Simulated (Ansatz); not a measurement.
# CuAu3 (Pm-3m) in Ansatz: notebook

One crystal, CuAu3, is run at these levels: LDA; tasks: single point, equation of state.

Program: Ansatz 0.2.0. These are calculated values, not measurements. Logs are shortened: lines on timing, memory, paths and dates and some standing lists are left out, and cuts for length are marked.

### 1 Starting point

The structure is cubic, space group Pm-3m (No. 221). The conventional cell has a = 3.980 Å, b = 3.980 Å, c = 3.980 Å, α = 90.00°, β = 90.00°, γ = 90.00°. Around Au (site symmetry 4/mmm) lie 8 Au at 2.81 Å and 4 Cu at 2.81 Å. Cu (site symmetry m-3m) has 12 Au at 2.81 Å as nearest neighbours.

### 2 Single point, LDA, 14.82 Å³/atom (volume scaled by 0.94)

File input.yaml:

```yaml
crystal:
  lattice:
    - [3.8987527127, 0.0, 0.0]
    - [0.0, 3.8987527127, 0.0]
    - [0.0, 0.0, 3.8987527127]
  atoms:
    - { symbol: Au, position: [0.5, 0.5, 0.0] }
    - { symbol: Au, position: [0.5, 0.0, 0.5] }
    - { symbol: Au, position: [0.0, 0.5, 0.5] }
    - { symbol: Cu, position: [0.0, 0.0, 0.0] }
kpoints:
  mp_grid: { grid: [7, 7, 7] }
scf:
  occupations: { method: fermi_dirac, width: 0.05 }
hamiltonian:
  xc: lda
  pseudopotentials: { kind: all_electron, lapw: { basis_error: 0.002 } }
output:
  forces: true
  stress: true
  eigenvalues: true
```

Potentials or basis: all-electron LAPW, scalar-relativistic.

Run with:

```sh
ansatz run input.yaml --threads 2 --pin off --max-ram 8192MiB --backend cpu --events-out ev --progress --plain --runs-dir out
```

Standard output:

```text
Warning: RAYON_NUM_THREADS=2 ignored (pool sized by the plan → 2); use --threads N
LAPW: plane waves up to 8.191 Å⁻¹, error target 2.0e-3 eV per atom; small_component_spin mean_spin; Cu in spheres of 1.378 Å, 19 of its electrons in bands, Dirac shells []; Au in spheres of 1.378 Å, 43 of its electrons in bands, Dirac shells [] (how accurate: hamiltonian.pseudopotentials.lapw.basis_error, Limitations)
Engine: ansatz 0.2.0, aarch64-unknown-linux-gnu
Pseudopotentials: kind: all_electron
Pseudopotential: Au, LAPW, valence charge 43, lapw/all_electron/scalar/gaussian/Au, Koelling and Harmon's equation, gaussian nucleus
Pseudopotential: Cu, LAPW, valence charge 19, lapw/all_electron/scalar/gaussian/Cu, Koelling and Harmon's equation, gaussian nucleus
Functional definition: SPW92
  exchange = slater_x
  correlation = pw_c
Crystal: 4 atoms, lattice volume = 59.262 Å³
Basis set: ecut = 255.64268652781863 eV, 515 PW (Γ), exchange–correlation at level 2
Bands: 89, of which v1, the nominal top of the filled ones, is band 74 counted from 1 (73 counted from 0)
Symmetry: 48 space group operations
[... 35 lines left out ...]
  E_smearing   = -0.011655  (= −TS)
  E_closure    = 0.000000  (closes the sum)
  E_atoms      = -1595768.843421  (free atoms, spherical and without spin; not in F)
  Σ components = -1595787.076722   (vs F -1595787.076722, Δ=0.00e0)
  Basis errors (estimates in eV, not in F): energy 3.8e-4 per atom: plane waves 3.4e-4 (1.7e-4 summed), levels above the bands 5.4e-152, relativity 8.6e-9, radial functions 3.9e-5, core shells 6.2e-8; eigenvalues (radial functions only) 6.4e-6; not estimated: angular momenta, meshes, grids; target (lapw.basis_error) 2.0e-3; muffin-tin radii Cu 1.378 Å, Au 1.378 Å
--- Forces (eV/Å), atoms counted from 1 ---
  atom   1  Au    -0.00000000     0.00000000     0.00000000
  atom   2  Au    -0.00000000    -0.00000000     0.00000000
  atom   3  Au    -0.00000000     0.00000000     0.00000000
  atom   4  Cu    -0.00000000     0.00000000    -0.00000000
  max |Σ_I F_I| component: 2.40e-30 eV/Å
--- Stress (GPa, compression-positive) ---
        5.956711       0.000000       0.000000
        0.000000       5.956711       0.000000
        0.000000       0.000000       5.956711
  P = ⅓ Tr σ = 5.9567 GPa (59.567 kbar)
--- Band table (eV; the first three rows and the last of 20) ---
  k-point 0: bands = ["-297.7208", "-297.7208", "-297.7208", "-297.7208", "-297.7208", "-297.7208", "-297.7156", "-297.7156", "-297.7156", "-297.7114", "-297.7114", "-297.7114", "-297.6966", "-297.6966", "-297.6966", "-86.1941", "-80.8821", "-80.8578", "-80.8578", "-53.9623", "-53.9612", "-53.9612", "-53.9588", "-53.9588", "-53.9588", "-53.9473", "-53.9473", "-53.9473", "-53.9470", "-53.9470", "-53.9470", "-53.9449", "-53.9449", "-53.9449", "-53.9445", "-53.9445", "-53.9445", "-53.9376", "-53.9376", "-53.9376", "-44.0355", "-44.0355", "-44.0355", "-32.3372", "-32.3372", "-32.3372", "-32.1616", "-32.1616", "-32.1616", "-32.0825", "-32.0825", "-32.0825", "14.5221", "17.0384", "17.9465", "17.9465", "17.9465", "18.0744", "18.0744", "20.7541", "20.7541", "20.7541", "22.1837", "22.1837", "23.2851", "23.4259", "23.4259", "23.6485", "23.6485", "23.6485", "23.6917", "23.6917", "23.6917", "25.9908", "25.9908", "25.9908", "31.6155", "31.6155", "32.3900", "35.0281", "35.0281", "35.0281", "36.5923", "36.5923", "36.5923", "40.8169", "43.2491", "43.2491", "43.8367"]
  k-point 1: bands = ["-297.7208", "-297.7208", "-297.7208", "-297.7208", "-297.7208", "-297.7208", "-297.7156", "-297.7156", "-297.7156", "-297.7114", "-297.7114", "-297.7114", "-297.6966", "-297.6966", "-297.6966", "-86.1941", "-80.8811", "-80.8588", "-80.8578", "-53.9622", "-53.9613", "-53.9612", "-53.9588", "-53.9588", "-53.9588", "-53.9473", "-53.9473", "-53.9473", "-53.9470", "-53.9470", "-53.9470", "-53.9449", "-53.9449", "-53.9449", "-53.9445", "-53.9445", "-53.9445", "-53.9376", "-53.9376", "-53.9376", "-44.0355", "-44.0355", "-44.0355", "-32.3304", "-32.3304", "-32.3253", "-32.1635", "-32.1635", "-32.1620", "-32.0956", "-32.0876", "-32.0876", "14.7770", "17.1961", "18.0182", "18.0863", "18.0863", "18.1172", "18.2706", "20.6432", "20.7882", "20.7882", "22.0043", "22.2199", "22.8882", "22.8882", "23.0829", "23.3080", "23.3741", "23.4861", "23.4861", "23.6486", "23.6922", "24.6839", "26.9669", "26.9669", "31.5378", "31.6659", "33.6228", "35.0278", "35.0278", "35.2121", "35.8476", "36.6409", "36.6409", "41.0116", "43.1657", "44.1471", "44.4611"]
  k-point 2: bands = ["-297.7208", "-297.7208", "-297.7208", "-297.7208", "-297.7208", "-297.7208", "-297.7156", "-297.7156", "-297.7156", "-297.7114", "-297.7114", "-297.7114", "-297.6966", "-297.6966", "-297.6966", "-86.1941", "-80.8782", "-80.8617", "-80.8578", "-53.9621", "-53.9614", "-53.9612", "-53.9588", "-53.9588", "-53.9588", "-53.9473", "-53.9472", "-53.9472", "-53.9471", "-53.9471", "-53.9471", "-53.9449", "-53.9449", "-53.9449", "-53.9446", "-53.9446", "-53.9445", "-53.9376", "-53.9376", "-53.9376", "-44.0356", "-44.0355", "-44.0355", "-32.3132", "-32.3132", "-32.2918", "-32.1696", "-32.1696", "-32.1629", "-32.1318", "-32.0990", "-32.0990", "15.4981", "17.6000", "18.1802", "18.2034", "18.4949", "18.4949", "18.8057", "20.3712", "20.7829", "20.7829", "21.5089", "21.7918", "21.7918", "22.2702", "22.5164", "22.5506", "23.0898", "23.0898", "23.1164", "23.2590", "23.6490", "23.6932", "28.7007", "28.7007", "31.0552", "31.3504", "34.1294", "34.1294", "34.7504", "35.2903", "36.9916", "37.7094", "37.7094", "41.4712", "42.6340", "43.4800", "43.6078"]
  k-point 19: bands = ["-297.7208", "-297.7208", "-297.7208", "-297.7208", "-297.7208", "-297.7208", "-297.7156", "-297.7156", "-297.7156", "-297.7114", "-297.7114", "-297.7114", "-297.6966", "-297.6966", "-297.6966", "-86.1941", "-80.8667", "-80.8655", "-80.8655", "-53.9616", "-53.9616", "-53.9616", "-53.9594", "-53.9594", "-53.9575", "-53.9478", "-53.9478", "-53.9478", "-53.9466", "-53.9466", "-53.9466", "-53.9450", "-53.9450", "-53.9450", "-53.9444", "-53.9444", "-53.9444", "-53.9382", "-53.9373", "-53.9373", "-44.0357", "-44.0357", "-44.0357", "-32.4290", "-32.2829", "-32.2818", "-32.2818", "-32.1233", "-32.1233", "-32.0791", "-32.0791", "-32.0784", "17.3385", "17.4390", "17.5311", "17.5311", "19.7852", "19.7852", "19.9540", "20.4473", "20.7328", "20.7328", "21.2526", "21.2526", "22.4251", "22.4251", "22.6165", "22.9990", "23.3114", "23.3297", "23.3297", "23.4528", "23.4528", "24.5806", "24.7518", "24.7518", "28.6677", "28.6677", "29.3208", "30.2707", "40.0043", "40.3541", "40.3541", "40.3787", "41.6358", "41.7388", "41.7388", "43.2861", "43.2861"]
```

Run time: 19 s. Hardware: 2 threads of Arm Neoverse V2, shared host; peak memory 0.52 GiB.

What came out:

```yaml
Free_energy: -1595787.0767 eV
Pressure: 6.0 GPa
Band_gap_on_the_k_mesh: none (metal or under the smearing width)
```

### 3 Single point, LDA, 15.13 Å³/atom (volume scaled by 0.96)

input.yaml, as its differences from that of step 2:

```diff
@@ -2,5 +2,5 @@
   lattice:
-    - [3.8987527127, 0.0, 0.0]
-    - [0.0, 3.8987527127, 0.0]
-    - [0.0, 0.0, 3.8987527127]
+    - [3.9262096223, 0.0, 0.0]
+    - [0.0, 3.9262096223, 0.0]
+    - [0.0, 0.0, 3.9262096223]
   atoms:
```

Potentials or basis: all-electron LAPW, scalar-relativistic.

Run with:

```sh
ansatz run input.yaml --threads 2 --pin off --max-ram 8192MiB --backend cpu --events-out ev --progress --plain --runs-dir out
```

Run time: 20 s. Hardware: 2 threads of Arm Neoverse V2, shared host; peak memory 0.52 GiB.

The run converged. Its results:

- Free energy: -1595787.1054 eV
- Pressure: 1.4 GPa
- Band gap on the k mesh: none (metal or under the smearing width)

### 4 Single point, LDA, 15.45 Å³/atom (volume scaled by 0.98)

input.yaml, as its differences from that of step 3:

```diff
@@ -2,5 +2,5 @@
   lattice:
-    - [3.9262096223, 0.0, 0.0]
-    - [0.0, 3.9262096223, 0.0]
-    - [0.0, 0.0, 3.9262096223]
+    - [3.9532877857, 0.0, 0.0]
+    - [0.0, 3.9532877857, 0.0]
+    - [0.0, 0.0, 3.9532877857]
   atoms:
```

Run with:

```sh
ansatz run input.yaml --threads 2 --pin off --max-ram 8192MiB --backend cpu --events-out ev --progress --plain --runs-dir out
```

Run time: 19 s. Hardware: 2 threads of Arm Neoverse V2, shared host; peak memory 0.52 GiB.

It converged, with:

- Free energy: -1595787.1010 eV
- Pressure: -2.5 GPa
- Band gap on the k mesh: none (metal or under the smearing width)

### 5 Single point, LDA, 15.76 Å³/atom

input.yaml, as its differences from that of step 4:

```diff
@@ -2,5 +2,5 @@
   lattice:
-    - [3.9532877857, 0.0, 0.0]
-    - [0.0, 3.9532877857, 0.0]
-    - [0.0, 0.0, 3.9532877857]
+    - [3.98, 0.0, 0.0]
+    - [0.0, 3.98, 0.0]
+    - [0.0, 0.0, 3.98]
   atoms:
```

Run with:

```sh
ansatz run input.yaml --threads 2 --pin off --max-ram 8192MiB --backend cpu --events-out ev --progress --plain --runs-dir out
```

Wall time 17 s (2 threads of Arm Neoverse V2, shared host); peak memory 0.53 GiB.

Results (log left out):

| Property | Result |
| --- | --- |
| Free energy | -1595787.0675 eV |
| Pressure | -5.9 GPa |
| Band gap on the k mesh | none (metal or under the smearing width) |

### 6 Single point, LDA, 16.08 Å³/atom (volume scaled by 1.02)

input.yaml, as its differences from that of step 5:

```diff
@@ -2,5 +2,5 @@
   lattice:
-    - [3.98, 0.0, 0.0]
-    - [0.0, 3.98, 0.0]
-    - [0.0, 0.0, 3.98]
+    - [4.006358384, 0.0, 0.0]
+    - [0.0, 4.006358384, 0.0]
+    - [0.0, 0.0, 4.006358384]
   atoms:
```

Potentials or basis: all-electron LAPW, scalar-relativistic.

Run with:

```sh
ansatz run input.yaml --threads 2 --pin off --max-ram 8192MiB --backend cpu --events-out ev --progress --plain --runs-dir out
```

It took 17 s on 2 threads of Arm Neoverse V2, shared host; peak memory 0.52 GiB.

Results (log left out):

- Free energy: -1595787.0088 eV
- Pressure: -8.9 GPa
- Band gap on the k mesh: none (metal or under the smearing width)

### 7 Single point, LDA, 16.39 Å³/atom (volume scaled by 1.04)

input.yaml, as its differences from that of step 6:

```diff
@@ -2,5 +2,5 @@
   lattice:
-    - [4.006358384, 0.0, 0.0]
-    - [0.0, 4.006358384, 0.0]
-    - [0.0, 0.0, 4.006358384]
+    - [4.0323744272, 0.0, 0.0]
+    - [0.0, 4.0323744272, 0.0]
+    - [0.0, 0.0, 4.0323744272]
   atoms:
```

Run with:

```sh
ansatz run input.yaml --threads 2 --pin off --max-ram 8192MiB --backend cpu --events-out ev --progress --plain --runs-dir out
```

It took 17 s on 2 threads of Arm Neoverse V2, shared host; peak memory 0.53 GiB.

It converged, with:

* Free energy: -1595786.9281 eV
* Pressure: -11.5 GPa
* Band gap on the k mesh: none (metal or under the smearing width)

### 8 Single point, LDA, 16.71 Å³/atom (volume scaled by 1.06)

input.yaml, as its differences from that of step 7:

```diff
@@ -2,5 +2,5 @@
   lattice:
-    - [4.0323744272, 0.0, 0.0]
-    - [0.0, 4.0323744272, 0.0]
-    - [0.0, 0.0, 4.0323744272]
+    - [4.0580590332, 0.0, 0.0]
+    - [0.0, 4.0580590332, 0.0]
+    - [0.0, 0.0, 4.0580590332]
   atoms:
```

Run with:

```sh
ansatz run input.yaml --threads 2 --pin off --max-ram 8192MiB --backend cpu --events-out ev --progress --plain --runs-dir out
```

It took 16 s on 2 threads of Arm Neoverse V2, shared host; peak memory 0.53 GiB.

Results (log left out):

- Free energy: -1595786.8286 eV
- Pressure: -13.7 GPa
- Band gap on the k mesh: none (metal or under the smearing width)

### 9 Equation of state, LDA

Potentials or basis: all-electron LAPW, scalar-relativistic.

No new run: the results of the series are fitted here.

Results:

- Equilibrium volume: 15.24 Å³/atom
- Bulk modulus: 195 GPa
- Pressure derivative of the bulk modulus: 5.7

Energy against volume, from the lowest point:
```csv
volume (Å³/atom),energy (meV/atom)
14.816,7.18
15.131,0.00
15.446,1.12
15.761,9.49
16.076,24.17
16.392,44.33
16.707,69.21
```

Spin-orbit coupling is left out, which matters for the levels of Au. Zero-point motion and thermal expansion aren't in these numbers.
